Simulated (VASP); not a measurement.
# HfO2 (Fm-3m) in VASP: Born charges and dielectric tensor with LDA

Aim: the Born charges and dielectric tensor of HfO2 with LDA.

All numbers are computed with VASP 6.6.1; they aren't measurements. Logs are shortened: lines on timing, memory, paths and dates and some standing lists are left out, and cuts for length are marked.

## (1) The crystal as given

It takes space group Fm-3m (No. 225, cubic). The conventional cell has a = 5.032 Å, b = 5.032 Å, c = 5.032 Å, α = 90.00°, β = 90.00°, γ = 90.00°. Hf (site symmetry m-3m) has 8 O at 2.18 Å as nearest neighbours. O (site symmetry -43m) is surrounded by 4 Hf at 2.18 Å.

Measurements of this composition are mostly on another form, of space group No. 14.

## (2) Born charges and dielectric tensor, LDA

INCAR reads:

```
SYSTEM = HfO2
PREC     = Accurate       ! precision mode
ENCUT    = 600            ! plane-wave cutoff, eV
EDIFF    = 1E-8           ! SCF threshold, eV
ISMEAR   = 0              ! smearing method
SIGMA    = 0.02           ! smearing width, eV
LREAL    = .FALSE.        ! projectors in reciprocal space
LASPH    = .TRUE.         ! aspherical terms in the spheres
NELM     = 80             ! most SCF steps
ALGO     = Normal         ! electronic algorithm
ISIF     = 2              ! what is computed and relaxed
LWAVE    = .FALSE.        ! write WAVECAR
LCHARG   = .FALSE.        ! write CHGCAR
GGA      = CA             ! functional
LEPSILON = .TRUE.         ! dielectric tensor by DFPT
IBRION   = 8              ! ionic algorithm
NSW      = 1              ! ionic steps
```

KPOINTS reads:

```
Automatic mesh
0
G
  8 8 8
  0 0 0
```

POSCAR reads:

```
HfO2
1.0
    0.0000000000      2.5160796100      2.5160796100
    2.5160796100      0.0000000000      2.5160796100
    2.5160796100      2.5160796100      0.0000000000
Hf O
1 2
Direct
    0.0000000000      0.0000000000      0.0000000000
    0.7500000000      0.7500000000      0.7500000000
    0.2500000000      0.2500000000      0.2500000000
```

Potentials or basis: VASP PAW LDA potentials, release 64 (Hf_pv, O).

Started as:

```bash
cat potpaw_LDA.64/Hf_pv/POTCAR potpaw_LDA.64/O/POTCAR > POTCAR
mpirun -np 1 vasp_std > vasp.out
```

OUTCAR:

```text
SYSTEM = HfO2
   PREC = Accurate
   ENCUT = 600
   EDIFF = 1E-8
   ISMEAR = 0
   LREAL = .FALSE.
   LASPH = .TRUE.
   NELM = 80
   ISIF = 2
   GGA = CA
   LEPSILON = .TRUE.
   IBRION = 8
   NSW = 1

 ion  position               nearest neighbor table
   1  0.000  0.000  0.000-   2 2.18   2 2.18   2 2.18   2 2.18   3 2.18   3 2.18   3 2.18   3 2.18

   2  0.750  0.750  0.750-   1 2.18   1 2.18   1 2.18   1 2.18
   3  0.250  0.250  0.250-   1 2.18   1 2.18   1 2.18   1 2.18

  LATTYP: Found a face centered cubic cell.
 ALAT       =     5.0321592200

  Lattice vectors:

 A1 = (   0.0000000000,   2.5160796100,   2.5160796100)
 A2 = (   2.5160796100,   0.0000000000,   2.5160796100)
 A3 = (   2.5160796100,   2.5160796100,   0.0000000000)

Analysis of symmetry for initial positions (statically):
=====================================================================
 Subroutine PRICEL returns:
 Original cell was already a primitive cell.

 Routine SETGRP: Setting up the symmetry group for a
 face centered cubic supercell.

 Subroutine GETGRP returns: Found 48 space group operations
 (whereof 48 operations were pure point group operations)
 out of a pool of 48 trial point group operations.

The static configuration has the point symmetry O_h .

Analysis of symmetry for dynamics (positions and initial velocities):
=====================================================================
 Subroutine PRICEL returns:
 Original cell was already a primitive cell.

 Routine SETGRP: Setting up the symmetry group for a
 face centered cubic supercell.

 Subroutine GETGRP returns: Found 48 space group operations
 (whereof 48 operations were pure point group operations)
 out of a pool of 48 trial point group operations.

The dynamic configuration has the point symmetry O_h .

 Subroutine INISYM returns: Found 48 space group operations
 (whereof 48 operations are pure point group operations),
 and found     1 'primitive' translations

----------------------------------------------------------------------------------------

                                     Primitive cell

  volume of cell :      31.8569

  direct lattice vectors                    reciprocal lattice vectors
     0.000000000  2.516079610  2.516079610    -0.198721852  0.198721852  0.198721852
     2.516079610  0.000000000  2.516079610     0.198721852 -0.198721852  0.198721852
     2.516079610  2.516079610  0.000000000     0.198721852  0.198721852 -0.198721852

  length of vectors
     3.558273908  3.558273908  3.558273908     0.344196344  0.344196344  0.344196344

  position of ions in fractional coordinates (direct lattice)
     0.000000000  0.000000000  0.000000000
     0.750000000  0.750000000  0.750000000
     0.250000000  0.250000000  0.250000000

  ion indices of the primitive-cell ions
   primitive index   ion index
                 1           1
                 2           2
                 3           3

----------------------------------------------------------------------------------------

 KPOINTS: Automatic mesh

Automatic generation of k-mesh.
 Grid dimensions read from file:
 generate k-points for:    8    8    8
[... 600 lines left out ...]

------------------------ aborting loop because EDIFF is reached ----------------------------------------

 PIEZOELECTRIC TENSOR FIELD DIRECTION 3  (e Angst)
 -----------------------------------------------------------------------------
     0.00002  0.00000  0.00000           ( -0.00001  0.00000  0.00000)
     0.00000  0.00002  0.00000           (  0.00000 -0.00001  0.00000)
     0.00000 -0.00000 -0.00044           (  0.00000  0.00000  0.00000)

 PIEZOELECTRIC TENSOR FIELD DIRECTION 3  (C/m^2)
 -----------------------------------------------------------------------------
     0.00001  0.00000  0.00000
     0.00000  0.00001  0.00000
     0.00000 -0.00000 -0.00022

--------------------------------------- Ionic step        4  -------------------------------------------

------------------------ aborting loop because EDIFF is reached ----------------------------------------

[... ionic steps 5 to 6 ...]

--------------------------------------- Ionic step        7  -------------------------------------------

 Free energy of the ion-electron system (eV)
  ---------------------------------------------------
  ---------------------------------------------------
  free energy    TOTEN  =        -0.36112049 eV

  energy without entropy =       -0.36112049

------------------------ aborting loop because EDIFF is reached ----------------------------------------

 INTERNAL STRAIN TENSOR  FOR ION    2  DIRECTION 1   (eV/Angst):
 -----------------------------------------------------------------------------
     0.00086  0.00000  0.00000
     0.00000 -0.00040  7.09194
     0.00000  7.09194 -0.00040

 MACROSCOPIC STATIC DIELECTRIC TENSOR (including local field effects in DFT)
 ------------------------------------------------------
           5.350030    -0.000000    -0.000000
          -0.000000     5.350030    -0.000000
           0.000000     0.000000     5.350030
 ------------------------------------------------------

 PIEZOELECTRIC TENSOR (including local field effects)  for field in x, y, z        (e  Angst)
          XX          YY          ZZ          XY          YZ          ZX
  --------------------------------------------------------------------------------
  x     0.00000     0.00000     0.00000     0.00000     0.00000     0.00000
  y     0.00000     0.00000     0.00000     0.00000     0.00000     0.00000
  z     0.00000     0.00000     0.00000     0.00000     0.00000     0.00000

 PIEZOELECTRIC TENSOR (including local field effects)  for field in x, y, z        (C/m^2)
          XX          YY          ZZ          XY          YZ          ZX
  --------------------------------------------------------------------------------
  x     0.00000     0.00000     0.00000     0.00000     0.00000     0.00000
  y     0.00000     0.00000     0.00000     0.00000     0.00000     0.00000
  z     0.00000     0.00000     0.00000     0.00000     0.00000     0.00000

 BORN EFFECTIVE CHARGES (including local field effects) (in |e|, cummulative output)
 ---------------------------------------------------------------------------------
 ion    1
    1     5.54240     0.00000     0.00000
    2     0.00000     5.54240     0.00000
    3     0.00000     0.00000     5.54240
 ion    2
    1    -2.77120     0.00000     0.00000
    2     0.00000    -2.77120     0.00000
    3     0.00000     0.00000    -2.77120
 ion    3
    1    -2.77120     0.00000     0.00000
    2     0.00000    -2.77120     0.00000
    3     0.00000     0.00000    -2.77120

 INTERNAL STRAIN TENSOR FOR ION    3 for displacements in x,y,z  (eV/Angst):
          X           Y           Z          XY          YZ          ZX
  --------------------------------------------------------------------------------
  x     0.00000    -0.00000    -0.00000     0.00000    -7.09194     0.00000
  y    -0.00000     0.00000    -0.00000     0.00000     0.00000    -7.09194
  z    -0.00000    -0.00000     0.00000    -7.09194     0.00000     0.00000

 SECOND DERIVATIVES (NOT SYMMETRIZED)
 ------------------------------------
               1X          1Y          1Z          2X          2Y          2Z          3X          3Y          3Z
  1X    -5.123774    0.000000    0.000000    2.561887    0.000000    0.000000    2.561887    0.000000    0.000000
  1Y     0.000000   -5.123774    0.000000    0.000000    2.561887    0.000000    0.000000    2.561887    0.000000
  1Z     0.000000    0.000000   -5.123774    0.000000    0.000000    2.561887    0.000000    0.000000    2.561887
  2X     2.549851    0.000000    0.000000  -11.089665    0.000000    0.000000    8.539814    0.000000    0.000000
  2Y     0.000000    2.549851   -0.000000    0.000000  -11.089665    0.000000    0.000000    8.539814    0.000000
  2Z     0.000000   -0.000000    2.549851    0.000000    0.000000  -11.089665    0.000000    0.000000    8.539814
  3X     2.549851    0.000000    0.000000    8.539814    0.000000    0.000000  -11.089665    0.000000    0.000000
  3Y     0.000000    2.549851   -0.000000    0.000000    8.539814    0.000000    0.000000  -11.089665    0.000000
  3Z     0.000000   -0.000000    2.549851    0.000000    0.000000    8.539814    0.000000    0.000000  -11.089665

 Eigenvectors and eigenvalues of the dynamical matrix
 ----------------------------------------------------

   1 f  =   17.315902 THz   108.799024 2PiTHz  577.596333 cm-1    71.612786 meV
             X         Y         Z           dx          dy          dz
      0.000000  0.000000  0.000000     0.000000   -0.000000    0.000000
      3.774119  3.774119  3.774119     0.033733   -0.706302   -0.000000
      1.258040  1.258040  1.258040    -0.033733    0.706302    0.000000
[... 43 lines left out ...]
   9 f/i=    0.005741 THz     0.036072 2PiTHz    0.191498 cm-1     0.023743 meV
             X         Y         Z           dx          dy          dz
      0.000000  0.000000  0.000000    -0.025007   -0.038924    0.919361
      3.774119  3.774119  3.774119    -0.007505   -0.011682    0.275907
      1.258040  1.258040  1.258040    -0.007505   -0.011682    0.275907

--------------------------------------------------------------------------------------------------------

 MACROSCOPIC STATIC DIELECTRIC TENSOR IONIC CONTRIBUTION
 ------------------------------------------------------
          34.107343    -0.000000     0.000000
          -0.000000    34.107343     0.000000
           0.000000     0.000000    34.107343
 ------------------------------------------------------

 ELASTIC MODULI CONTR FROM IONIC RELAXATION (kBar)
 Direction    XX          YY          ZZ          XY          YZ          ZX
 --------------------------------------------------------------------------------
 XX          -0.0000      0.0000      0.0000     -0.0000      0.0000     -0.0000
 YY           0.0000     -0.0000     -0.0000     -0.0000     -0.0000      0.0000
 ZZ           0.0000     -0.0000     -0.0000      0.0000     -0.0000     -0.0000
 XY          -0.0000     -0.0000      0.0000   -257.7265     -0.0000      0.0000
 YZ           0.0000     -0.0000     -0.0000     -0.0000   -257.7265     -0.0000
 ZX          -0.0000      0.0000     -0.0000      0.0000     -0.0000   -257.7265
 --------------------------------------------------------------------------------

 PIEZOELECTRIC TENSOR IONIC CONTR  for field in x, y, z        (C/m^2)
          XX          YY          ZZ          XY          YZ          ZX
  --------------------------------------------------------------------------------
  x     0.00000    -0.00000    -0.00000    -0.00000    -0.00000    -0.00000
  y     0.00000    -0.00000    -0.00000     0.00000    -0.00000     0.00000
  z    -0.00000     0.00000    -0.00000     0.00000     0.00000     0.00000
```

It took 4.8 min on 1 thread of AMD EPYC 7R13 (Zen 3), shared host; peak memory 0.28 GiB.

Results:

```yaml
Band_gap_on_the_k_mesh: 3.65 eV, direct
Electronic_dielectric_tensor_diagonal: 5.35
Born_charges_mean_of_the_diagonal: Hf +5.54; O -2.77 e
Highest_phonon_frequency_at_Γ_LO-TO_splitting_left_out: 578 cm⁻¹
```

Phonon frequencies in cm⁻¹ (negative: imaginary):
| q point | frequencies |
| --- | --- |
| (0.000, 0.000, 0.000) | 0 0 0 226 226 226 578 578 578 |

Electronic dielectric tensor:
```
5.35 0.00 0.00
0.00 5.35 0.00
0.00 0.00 5.35
```

Born effective charge tensors (e):
atom 1, Hf
```
5.54 0.00 0.00
0.00 5.54 0.00
0.00 0.00 5.54
```
atom 2, O
```
-2.77  0.00  0.00
 0.00 -2.77  0.00
 0.00  0.00 -2.77
```
atom 3, O
```
-2.77  0.00  0.00
 0.00 -2.77  0.00
 0.00  0.00 -2.77
```

Caveat: spin-orbit coupling is left out, which moves the levels of the heavy elements.
